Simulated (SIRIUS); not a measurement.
**KBr: equation of state with PBEsol**

Crystal: KBr.

```
Br K
1.0
     0.00000    3.30000    3.30000
     3.30000    0.00000    3.30000
     3.30000    3.30000    0.00000
Br K
1 1
Direct
  0.50000 0.50000 0.50000
  0.00000 0.00000 0.00000
```

```json
{
  "Program": "SIRIUS 7.12.0",
  "Task": "equation of state",
  "Functional": "PBEsol",
  "Potentials or basis": "all-electron FP-LAPW",
  "Cutoff": "167 eV",
  "Basis": "apw+lo standard",
  "k mesh": "7 × 7 × 7",
  "Occupations": "fermi-dirac, width 0.05 eV",
  "Spin": "no spin polarisation",
  "Muffin tin radii": "Br 2.4, K 2.4 bohr",
  "Basis cutoff (gk_cutoff)": "3.5 1/bohr",
  "Cutoff of density and potential (pw_cutoff)": "20 1/bohr",
  "lmax of the basis": "10",
  "lmax of density and potential": "8",
  "Valence relativity": "iora",
  "Core states": "Br 1s2s2p3s, K 1s2s2p",
  "Local orbitals (radial functions)": "Br 13, K 12",
  "Smallest sphere radius times basis cutoff": "8.4"
}
```

```yaml
Equilibrium_volume: 35.12 Å³/atom
Bulk_modulus: 15.2 GPa
Pressure_derivative_of_the_bulk_modulus: "4.5 (rough: it moves with the points fitted)"
```

Energy against volume, from the lowest point:
```tsv
volume (Å³/atom)	energy (meV/atom)
33.781	2.59
34.500	0.52
35.218	0.00
35.937	0.84
36.656	2.96
37.374	6.07
38.093	10.27
```

All runs of the series together: 6.9 min on 1 thread of AMD EPYC 7R43 64-Core Processor (Zen 3), on a shared host.
